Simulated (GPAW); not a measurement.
# Au in GPAW: convergence with k mesh

Input of the first run (k mesh 3 × 3 × 3); the others differ in this setting and in those tied to it:

Contents of run.py:

```python
import json
import numpy as np
from ase.dft.bandgap import bandgap
from ase.io import read, write
from ase.units import GPa
from gpaw import GPAW, PW

atoms = read('POSCAR')

calc = GPAW(mode=PW(450),
            xc='MGGA_X_TPSS+MGGA_C_TPSS',
            kpts={'size': (3, 3, 3), 'gamma': True},
            occupations={'name': 'fermi-dirac', 'width': 0.05},
            nbands=14,
            convergence={'density': 1e-05, 'energy': 1e-05},
            eigensolver='davidson',
            maxiter=150,
            txt='gpaw.txt')
atoms.calc = calc
energy = atoms.get_potential_energy()
forces = atoms.get_forces()
stress = atoms.get_stress()
calc.write('gs.gpw')
write('result.traj', atoms)
print(f'Energy: {energy:.6f} eV')
print('Forces (eV/A):')
print(forces.round(4))
print('Stress (GPa):', (stress / GPa).round(3))
print('Fermi level:', round(calc.get_fermi_level(), 4), 'eV')
print(f'Gap: {bandgap(calc)[0]:.4f} eV, direct: {bandgap(calc, direct=True)[0]:.4f} eV')

size = (6, 6, 6)
dense = calc.fixed_density(kpts={'size': size, 'gamma': True}, update_fermi_level=True,
                           convergence={'bands': 'CBM+2.0', 'eigenstates': 1e-7}, txt='dense.txt')
ef = dense.get_fermi_level()
index = np.round(dense.get_bz_k_points() * size).astype(int) % size
recip = 2 * np.pi * atoms.cell.reciprocal()
sheets = []
for s, e_kn in enumerate(dense.eigenvalues()):
    for n in range(e_kn.shape[1] - 2):
        if e_kn[:, n].min() < ef < e_kn[:, n].max():
            e = np.empty(size)
            e[tuple(index.T)] = e_kn[dense.get_bz_to_ibz_map(), n] - ef
            de = np.array([(np.roll(e, -1, c) - np.roll(e, 1, c)) * size[c] / 2 for c in range(3)])
            v = np.linalg.norm(np.einsum('vc,cxyz->vxyz', np.linalg.inv(recip), de), axis=0)
            w = np.exp(-(e / 0.1)**2) / (0.1 * np.pi**0.5)
            sheets.append({'spin': s, 'band': n, 'filled': (e < 0).mean(), 'dos': w.mean(), 'bottom': e.min(), 'top': e.max(),
                           'velocity': (w * v).sum() / w.sum() * 1.519267e5, 'slice': e[:, :, 0].round(3).tolist()})
            print(f'spin {s} band {n}: filled share {sheets[-1]["filled"]:.3f}, from {e.min():.3f} to {e.max():.3f} eV,',
                  f'{w.mean():.3f} states/eV, mean velocity {sheets[-1]["velocity"]:.3e} m/s')
print('Fermi level on the dense mesh:', round(ef, 4), 'eV,', len(sheets), 'sheets')
json.dump({'ef': ef, 'sheets': sheets}, open('fermi.json', 'w'))
```

The input POSCAR:

```
Au
1.0
    2.7484100000      0.0000000000      0.0000000000
    0.0000000000      2.7484100000      0.0000000000
    0.0000000000      0.0000000000      2.7484100000
Au
1
Direct
    0.5000000000      0.5000000000      0.5000000000
```

Potentials or basis: GPAW PAW data sets (gpaw-data 1.2.1), pw.

Command:

```sh
$ OMP_NUM_THREADS=1 python run.py
```

The cell was built by a generator and needn't be a form met in nature.

Hardware: 1 thread of AMD EPYC 7R13 Processor (Zen 3), with other jobs on the host.

```tsv
k mesh	energy less the tightest run, at zero smearing (meV/atom)	pressure (GPa)	SCF cycles	CPU time (s)	peak memory (GiB)
3 × 3 × 3	520.85	1.73	19	8.6	0.23
4 × 4 × 4	-128.81	-6.02	17	10	0.23
5 × 5 × 5	155.38	-2.16	18	11	0.24
6 × 6 × 6	-30.88	-4.29	18	20	0.24
7 × 7 × 7	27.52	-3.42	17	21	0.25
9 × 9 × 9	0.01	-3.54	18	33	0.26
11 × 11 × 11	0.00	-3.17	17	53	0.28
```

Against the tightest run, the energy stays within 1 meV/atom from 9 × 9 × 9 on. Not settled before the last step: the pressure (to 0.1 GPa). Meshes of other sizes hit other points, so gaps and Fermi surfaces needn't settle smoothly. The tightest run that finished is the yardstick and may itself not be fully converged.

Caveat, for the tightest run too: with this Au data set, volumes or pressures lay over 1.5 % or 2 GPa off other programs in two to four cells of ten; the cutoff is short for stress and forces, so pressures can be off by a GPa or more; the PAW data sets were made with another functional, which shifts forces and pressure a little. The run has no spin-orbit coupling, so splittings on Au are missing.
